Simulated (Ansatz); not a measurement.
# TiAl: the cost of one run

Program: Ansatz 0.2.0. Level of theory: DFT PBEsol, scalar-relativistic, plane waves, PAW. These are calculated values, not measurements.

5 further runs of the same task are left out: 2 that didn't finish, 3 set aside as unsound or not needed.

## (1) Starting point

The structure is hexagonal, space group P-6m2 (No. 187). Conventional cell: a = 2.848 Å, b = 2.848 Å, c = 4.620 Å, α = 90.00°, β = 90.00°, γ = 120.00°. Ti (site symmetry -6m2) has 6 Al at 2.84 Å and 6 Ti at 2.85 Å as nearest neighbours. Al (site symmetry -6m2) has 6 Ti at 2.84 Å and 6 Al at 2.85 Å as nearest neighbours.

As a file:

```cif
data_structure
_symmetry_space_group_name_H-M 'P-6m2'
_symmetry_Int_Tables_number 187
_cell_length_a 2.8478
_cell_length_b 2.8478
_cell_length_c 4.6199
_cell_angle_alpha 90.000
_cell_angle_beta 90.000
_cell_angle_gamma 120.000
_cell_volume 32.45
loop_
_atom_site_label
_atom_site_type_symbol
_atom_site_symmetry_multiplicity
_atom_site_Wyckoff_symbol
_atom_site_fract_x
_atom_site_fract_y
_atom_site_fract_z
_atom_site_occupancy
Ti1 Ti 1 a 0.00000 0.00000 0.00000 1
Al1 Al 1 d 0.33333 0.66667 0.50000 1
```

It goes back to an entry of the Materials Project, which need not be the stable form.

This cell was relaxed beforehand with the same method: volume 16.22 Å³/atom, gap on the mesh none (metal).

## (2) The undisturbed cell

The input, input.yaml:

```yaml
crystal:
  lattice:
    - [2.8478212843, 0.0, 0.0]
    - [-1.4239106421, 2.4662855776, 0.0]
    - [0.0, 0.0, 4.6199447408]
  atoms:
    - { symbol: Ti, position: [0.0, 0.0, 0.0] }
    - { symbol: Al, position: [0.3333333333, 0.6666666667, 0.5] }
basis:
  ecutwfc: 420
kpoints:
  mp_grid: { grid: [24, 24, 14] }
hamiltonian:
  xc: pbesol
scf:
  occupations: { method: gaussian, width: 0.15 }
output:
  forces: true
  stress: true
  eigenvalues: true
```

Started as:

```
ansatz run input.yaml --threads 1 --pin off --max-ram 2560MiB --backend cpu --events-out ev --progress --plain --runs-dir out
```

What time and memory should one allow on 1 thread of Arm Neoverse V2, shared host?

About 13 s, with a peak of 0.5 GiB.
